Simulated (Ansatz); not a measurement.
# 1T-CrSTe monolayer in a perpendicular field

Wanted: the out-of-plane response of the 1T-CrSTe monolayer. A positive field points along +c.

Method: plane-wave DFT, LDA+U, Ansatz PAW, in Ansatz 0.2.0.

This is a report of a sequence of runs, with most program output left out.

**1. Set-up**

The cell holds 3 atoms: 1 Te, 1 Cr and 1 S. Cell: a = 3.365 Å, b = 3.365 Å, c = 37.174 Å, α = 90.0°, β = 90.0°, γ = 120.0°. Vacuum lies along c.

**2. Relaxing the slab**

The starting cell is a guess, so the in-plane lattice and the atoms are relaxed first, with the slab cut off from its images along the normal.

Contents of input.yaml:

```yaml
crystal:
  lattice:
    - [3.365, 0.0, 0.0]
    - [-1.6825, 2.9141754837, 0.0]
    - [0.0, 0.0, 37.1736110956]
  atoms:
    - { symbol: Te, position: [0.6666666667, 0.3333333333, 0.4586586962] }
    - { symbol: Cr, position: [0.0, 0.0, 0.507180115], spin: 3.0 }
    - { symbol: S, position: [0.3333333333, 0.6666666667, 0.5413413038] }
  periodic: [true, true, false]
magnetization:
  spin_polarized: true
kpoints:
  mp_grid: { grid: [12, 12, 1] }
hamiltonian:
  xc: lda
  hubbard: { sites: [{ species: Cr, l: d, u_eff: 4.0 }] }
scf:
  occupations: { method: fermi_dirac, width: 0.05 }
  convergence: { dr2_threshold: 1.0e-09 }
relax:
  f_tol: 0.004
  max_steps: 90
  cell: {}
output:
  write_potential: true
  write_density: true
  volumetric_format: npy
```

On the command line:

```bash
$ ansatz run input.yaml --threads 4 --pin off --max-ram 6144MiB --backend cpu --events-out ev --progress --plain --runs-dir out
```

The job ended after 74 s (4 threads of Arm Neoverse V2, shared host; peak memory 0.89 GiB; 4.8 min of CPU time).

Step by step:

```
step  energy less that of the first step (eV)  largest force component (eV/Å)  volume (Å³)
   1                                   0.0000                          1.3666       364.53
   2                                  -0.1280                          0.3010       370.83
   3                                  -0.1387                          0.0577       370.64
   4                                  -0.1393                          0.0131       370.03
   5                                  -0.1393                          0.0023       369.84
  6*                                  -0.1396                          0.0023       369.84
  6*                                  -0.1396                          0.0023       369.84
```

Relaxation steps marked * repeat the geometry before them on a plane-wave basis chosen anew for their cell, so energy and pressure can jump there.

Forces are held to the 6 operations that the run works with; a distortion that breaks them can't arise in this run.

```
cell as run  before  after  change
      a (Å)   3.365  3.389  +0.7 %
      b (Å)   3.365  3.389  +0.7 %
```

The atoms that moved most (Å, along periodic axes as changes of fractional coordinates times the final cell, across vacuum about the mean position):

| atom | dx | dy | dz | length |
| --- | --- | --- | --- | --- |
| Te1 | 0.000 | 0.000 | -0.128 | 0.128 |
| Cr2 | 0.000 | 0.000 | 0.083 | 0.083 |
| S3 | 0.000 | 0.000 | 0.046 | 0.046 |

Final coordinates:

```cif
data_structure
_symmetry_space_group_name_H-M 'P 1'
_symmetry_Int_Tables_number 1
_cell_length_a 3.3894
_cell_length_b 3.3894
_cell_length_c 37.1736
_cell_angle_alpha 90.000
_cell_angle_beta 90.000
_cell_angle_gamma 120.000
_cell_volume 369.84
loop_
_atom_site_label
_atom_site_type_symbol
_atom_site_fract_x
_atom_site_fract_y
_atom_site_fract_z
_atom_site_occupancy
Te1 Te 0.66667 0.33333 0.45520 1
Cr2 Cr 0.00000 0.00000 0.50940 1
S3 S 0.33333 0.66667 0.54258 1
```

This step gave:

```yaml
energy_at_zero_smearing: -11017.8481 eV
total_moment: 2.889 μB
site_moments: -0.1268, 2.938, -0.2479 μB
```

Site moment by atom:

| atom | site moment (μB) |
| --- | --- |
| Te1 | -0.13 |
| Cr2 | 2.94 |
| S3 | -0.25 |

The lattice constant a goes from 3.365 to 3.389 Å.

**3. Atoms held, field 0**

A sawtooth potential applies the field, turning back in the middle of the vacuum. With the dipole correction the typed value is the field outside the slab. The induced dipole is small, so the SCF threshold is tight.

The cell differs from the one that the last finished run ended in (c 37.174 → 21.248 Å).

Contents of input.yaml:

```yaml
crystal:
  lattice:
    - [3.3894073196, 0.0, 0.0]
    - [-1.6947036598, 2.9353128426, 0.0]
    - [0.0, 0.0, 21.2479305189]
  atoms:
    - { symbol: Te, position: [0.6666666667, 0.3333333333, 0.4235706622], spin: -0.13 }
    - { symbol: Cr, position: [0.0, 0.0, 0.5183865744], spin: 2.94 }
    - { symbol: S, position: [0.3333333333, 0.6666666667, 0.5764293378], spin: -0.25 }
magnetization:
  spin_polarized: true
kpoints:
  mp_grid: { grid: [18, 18, 1] }
  band_path:
    path: [[0, 0, 0], [0.5, 0, 0], [0.33333333, 0.33333333, 0], [0, 0, 0]]
    npoints: 16
hamiltonian:
  xc: lda
  hubbard: { sites: [{ species: Cr, l: d, u_eff: 4.0 }] }
scf:
  occupations: { method: fermi_dirac, width: 0.02585 }
  convergence: { dr2_threshold: 1.0e-10 }
efield:
  axis: 3
  dipole_correction: true
  ramp_position: 0.97
  ramp_width: 0.06
  amplitude: 0
output:
  dos: { projected: true, e_range: [-6, 5] }
  bader: true
  write_potential: true
  write_density: true
  volumetric_format: npy
  elf: true
```

It took 25 s on 4 threads; peak memory 0.81 GiB; 96 s of CPU time.

This step gave:

```
energy at zero smearing        : -11017.8445 eV
total moment                   : 2.916 μB
site moments                   : -0.1161, 2.943, -0.2467 μB
work function, upper face      : 6.178 eV
work function, lower face      : 4.974 eV
dipole along the normal        : -0.06621 e·Å
step between the vacuum levels : 1.204 eV
```

Running mean over a fixed 2.5 Å (it still follows the layers) of the planar mean; the ramp of the sawtooth is left out. Table of electron's electrostatic potential energy less the Fermi level by z:

```csv
z (Å),electron's electrostatic potential energy less the Fermi level (eV)
3.0,4.97
3.5,4.97
4.0,4.97
4.5,4.97
5.0,4.97
5.5,4.96
6.0,4.90
6.5,4.67
7.0,3.72
7.5,2.11
8.0,1.01
8.5,-0.677
9.0,-1.95
9.5,-3.10
10.0,-4.18
10.5,-5.67
11.0,-6.38
11.5,-6.86
12.0,-5.49
12.5,-2.75
13.0,0.0616
13.5,2.74
14.0,4.97
14.5,5.93
15.0,6.13
15.5,6.17
16.0,6.18
16.5,6.18
17.0,6.18
17.5,6.18
18.0,6.18
```

The density of states has structure finer than the step of the table below, so its rows give means over 0.2 eV, whole bins alone (the curve runs from -6 to 1.99 eV). Peaks (eV: height): total -3.49: 6.84, -3.27: 6.64, -2.80: 9.04, -2.31: 4.92, -2.00: 10.3, -1.59: 8.10, 1.64: 5.08; up -4.90: 3.91, -3.49: 6.37, -3.27: 6.04, -2.80: 7.21, -2.00: 7.88, 0.70: 3.87, 1.64: 4.94; down -3.88: 2.24, -2.91: 1.87, -1.97: 2.57, -1.84: 2.75, -1.59: 6.70.

Density of states against energy, zero at the Fermi level; means over each step; values in states/eV a cell:

| energy (eV) | total | up | down |
| --- | --- | --- | --- |
| -5.8 | 0.462 | 0.462 | 0 |
| -5.6 | 0.636 | 0.636 | 0 |
| -5.4 | 1.20 | 1.01 | 0.194 |
| -5.2 | 1.54 | 1.20 | 0.340 |
| -5.0 | 2.48 | 2.11 | 0.368 |
| -4.8 | 1.62 | 1.21 | 0.413 |
| -4.6 | 2.47 | 1.63 | 0.840 |
| -4.4 | 2.71 | 1.26 | 1.45 |
| -4.2 | 3.15 | 1.55 | 1.60 |
| -4.0 | 3.19 | 1.57 | 1.62 |
| -3.8 | 1.65 | 0.750 | 0.901 |
| -3.6 | 3.32 | 2.92 | 0.403 |
| -3.4 | 2.76 | 2.07 | 0.690 |
| -3.2 | 1.68 | 1.13 | 0.554 |
| -3.0 | 1.44 | 0.574 | 0.863 |
| -2.8 | 5.97 | 4.35 | 1.61 |
| -2.6 | 3.65 | 2.24 | 1.41 |
| -2.4 | 3.34 | 1.92 | 1.42 |
| -2.2 | 2.23 | 0.935 | 1.30 |
| -2.0 | 4.53 | 2.45 | 2.07 |
| -1.8 | 3.34 | 1.25 | 2.09 |
| -1.6 | 5.06 | 1.41 | 3.65 |
| -1.4 | 2.85 | 1.36 | 1.49 |
| -1.2 | 1.75 | 1.37 | 0.383 |
| -1.0 | 1.35 | 0.991 | 0.357 |
| -0.8 | 1.32 | 0.985 | 0.338 |
| -0.6 | 1.27 | 0.933 | 0.336 |
| -0.4 | 1.14 | 0.776 | 0.359 |
| -0.2 | 1.08 | 0.581 | 0.498 |
| 0.0 | 0.946 | 0.490 | 0.455 |
| 0.2 | 0.783 | 0.445 | 0.338 |
| 0.4 | 0.710 | 0.418 | 0.291 |
| 0.6 | 0.909 | 0.655 | 0.254 |
| 0.8 | 1.66 | 1.43 | 0.228 |
| 1.0 | 1.14 | 0.930 | 0.206 |
| 1.2 | 2.08 | 1.90 | 0.179 |
| 1.4 | 1.27 | 1.11 | 0.164 |
| 1.6 | 2.33 | 2.19 | 0.139 |
| 1.8 | 1.12 | 1.00 | 0.123 |

Projected DOS per atom over height of the atomic layer and energy from the Fermi level. Layers: Te Cr S from below.

Ten even steps from '0' (0.11 states/eV) to '9' (1.66 states/eV), each cell a mean:
```
221
232
232
111
200
300
300
301
312
738
669
267
596
695
143
294
467
455
432
242
121
000
```
Columns: height of the atomic layer (Å) from 9 to 12.2 (not evenly spaced); rows upwards: energy from the Fermi level (eV) from -5.96 to 1.96.

Projected DOS per atom, spin up over height of the atomic layer and energy from the Fermi level. Layers: Te Cr S from below.

Ten even steps from '0' (0.07 states/eV) to '9' (1.50 states/eV), each cell a mean:
```
222
233
133
022
000
100
200
102
112
223
142
151
381
491
140
194
052
141
231
142
021
000
```
Columns: height of the atomic layer (Å) from 9 to 12.2 (not evenly spaced); rows upwards: energy from the Fermi level (eV) from -5.96 to 1.96.

Projected DOS per atom, spin down over height of the atomic layer and energy from the Fermi level. Layers: Te Cr S from below.

Ten even steps from '_' (0.00 states/eV) to '@' (1.07 states/eV), each cell a mean:
```
______
______
..____
..____
::____
--____
::____
::____
::____
%%::%%
##==@@
::::@@
--..##
--..**
..__--
::__..
++::##
++..**
--__..
::____
______
______
```
Columns: height of the atomic layer (Å) from 9 to 12.2 (not evenly spaced); rows upwards: energy from the Fermi level (eV) from -5.96 to 1.96.

Deep bands are left out, so band numbers here count from the lowest band kept and differ from the log's. The electronic bands at the labelled points (eV, zero at the Fermi level; # counts the bands kept):

```csv
point,up #7,up #8,up #9,up #10,down #3,down #4,down #5,down #6
Γ,-0.64,1.61,1.61,3.20,-1.59,-1.59,2.11,2.11
halfway,-1.23,-0.63,0.77,1.13,-2.07,-1.77,-1.47,0.73
M,-2.00,-1.33,-0.39,1.42,-2.22,-1.97,-1.88,-0.06
halfway,-1.98,-1.78,-0.92,0.94,-2.65,-2.23,-1.86,-1.62
K,-2.24,-1.50,-1.45,0.70,-3.90,-3.22,-1.92,-1.70
halfway,-1.37,-1.05,0.19,1.25,-2.44,-2.07,-1.39,-0.43
Γ,-0.64,1.61,1.61,3.20,-1.59,-1.59,2.11,2.11
```

Spin density in the ca plane at fractional y = 0.000, with atoms of Cr within 0.2 Å of it.

Ten even steps from '0' (0.0 e/Å³) to '9' (3.9 e/Å³), each cell a mean:
```
00000000000000000002662000000000000000000000
00000000000000000000110000000000000000000000
00000000000000000000000000000000000000000000
00000000000000000000000000000000000000000000
00000000000000000000000000000000000000000000
00000000000000000000000000000000000000000000
00000000000000000000000000000000000000000000
00000000000000000001431000000000000000000000
00000000000000000014982000000000000000000000
```
Columns run along c (16.0 Å, from fractional 0.17 to 0.92 of the cell), rows up along a (3.4 Å). Atoms in or near the plane, at fractional coordinates: Cr at (0.52, 0.00).

ELF of down spins in the ca plane at fractional y = 0.000, with atoms of Cr within 0.2 Å of it. It is the smooth field of the valence electrons, not physical close to the nuclei.

Ten even steps from '0' (0.00) to '9' (0.95), each cell a mean:
```
00000000000000000112220599810000000000000000
00000000000000012344442145313321000000000000
00000000000000135665564101267764200000000000
00000000000001357765566313688876410000000000
00000000000001357765566323688886420000000000
00000000000000246665565211478875310000000000
00000000000000023455553112135542100000000000
00000000000000001123330388611110000000000000
00000000000000000011210699920000000000000000
```
Columns run along c (16.0 Å, from fractional 0.09 to 0.85 of the cell), rows up along a (3.4 Å). Atoms in or near the plane, at fractional coordinates: Cr at (0.52, 0.00).

Valence density in the ca plane at fractional y = 0.000, with atoms of Cr within 0.2 Å of it. It is the smooth field of the valence electrons, not physical close to the nuclei.

Ten steps, logarithmic in the rise over the least value, from '0' (0 e/Å³) to '9' (18 e/Å³), each cell a mean:
```
00000000000000111137996210000000000000000000
00000000000001111124553211000000000000000000
00000000000011222111222221100000000000000000
00000000000012222211112222100000000000000000
00000000000012232211112222100000000000000000
00000000000012222211112221100000000000000000
00000000000001121112442211000000000000000000
00000000000000111125775210000000000000000000
00000000000000011147996310000000000000000000
```
Columns run along c (16.0 Å, from fractional 0.17 to 0.92 of the cell), rows up along a (3.4 Å). Atoms in or near the plane, at fractional coordinates: Cr at (0.52, 0.00).

The work function of the upper face is 6.18 eV.

**4. Atoms held, field 0.05 V/Å**

Changes to input.yaml since step 3:

```diff
@@ -27,6 +27,4 @@
   ramp_width: 0.06
-  amplitude: 0
+  amplitude: 0.05
 output:
-  dos: { projected: true, e_range: [-6, 5] }
-  bader: true
   write_potential: true
@@ -34,2 +32 @@
   volumetric_format: npy
-  elf: true
```

It took 20 s on 4 threads; peak memory 0.81 GiB.

The dipole is -0.0508 e·Å, 0.0154 e·Å from its value without field.

**5. Single point, field -0.05 V/Å**

Changes to input.yaml since step 4:

```diff
@@ -27,3 +27,3 @@
   ramp_width: 0.06
-  amplitude: 0.05
+  amplitude: -0.05
 output:
```

Run time: 20 s. Hardware: 4 threads; peak memory 0.82 GiB; 77 s of CPU time.

The dipole is -0.0816 e·Å, -0.0154 e·Å from its value without field.

**6. Single point, field 0.1 V/Å**

Changes to input.yaml since step 5:

```diff
@@ -25,5 +25,5 @@
   dipole_correction: true
-  ramp_position: 0.97
-  ramp_width: 0.06
-  amplitude: -0.05
+  ramp_position: 0.9412
+  ramp_width: 0.1021
+  amplitude: 0.1
 output:
```

Elapsed: 20 s, on 4 threads; peak memory 0.81 GiB; 77 s of CPU time.

The dipole is -0.0354 e·Å, 0.0308 e·Å from its value without field.

**7. Single point, field 0.2 V/Å**

Changes to input.yaml since step 6:

```diff
@@ -27,3 +27,3 @@
   ramp_width: 0.1021
-  amplitude: 0.1
+  amplitude: 0.2
 output:
```

Run time: 20 s. Hardware: 4 threads; peak memory 0.81 GiB.

The dipole is -0.00456 e·Å, 0.0616 e·Å from its value without field.

**8. Single point, field 0.3 V/Å**

Changes to input.yaml since step 7:

```diff
@@ -25,6 +25,8 @@
   dipole_correction: true
-  ramp_position: 0.9412
-  ramp_width: 0.1021
-  amplitude: 0.2
+  ramp_position: 0.9378
+  ramp_width: 0.1089
+  amplitude: 0.3
 output:
+  dos: { projected: true, e_range: [-6, 5] }
+  bader: true
   write_potential: true
@@ -32 +34,2 @@
   volumetric_format: npy
+  elf: true
```

The job ended after 25 s (4 threads; peak memory 0.81 GiB; 97 s of CPU time).

The dipole is 0.0263 e·Å, 0.0925 e·Å from its value without field.

**9. Response, atoms held**

This step: plane-wave DFT, LDA+U, Ansatz PAW; response to a field along the normal, atoms held (Ansatz 0.2.0).

The dipoles give the slope, and the difference of two potentials shows where the field is screened.

This step gave:

* equivalent conductor thickness p/(ε₀AE): 5.601 Å
* distance between the outer atoms: 3.248 Å

Table of dipole of the cell by applied field:

```csv
applied field (V/Å),dipole of the cell (e·Å)
-0.050,-0.0816
0.000,-0.0662
0.050,-0.0508
0.100,-0.0354
0.200,-0.00456
0.300,0.0263
```

The total moment stays at 2.91 μB for applied field from -0.05 to 0.3 V/Å.

[end of part 1 of 2]

[Logs are printed without paths, hosts, clocks, repeated set-up lines and the standing remarks that a program may print on its own settings, such as how far it seeks lower states.]

[Hosts, paths, dates, database ids (printed as entryN), source tags and the programs' standing remarks are cut or masked in the printed files.]

[Maps of the electrostatic potential energy from Ansatz leave out the sawtooth potential of an applied field or a dipole correction, so their vacuum need not be flat; planar profiles and work functions include it.]

[The density of states shown here was stored with 400 of the rows of the run's finer table, so its peaks can read low, often by over a quarter, or be missed, and its means over a window can be off by a tenth or more.]
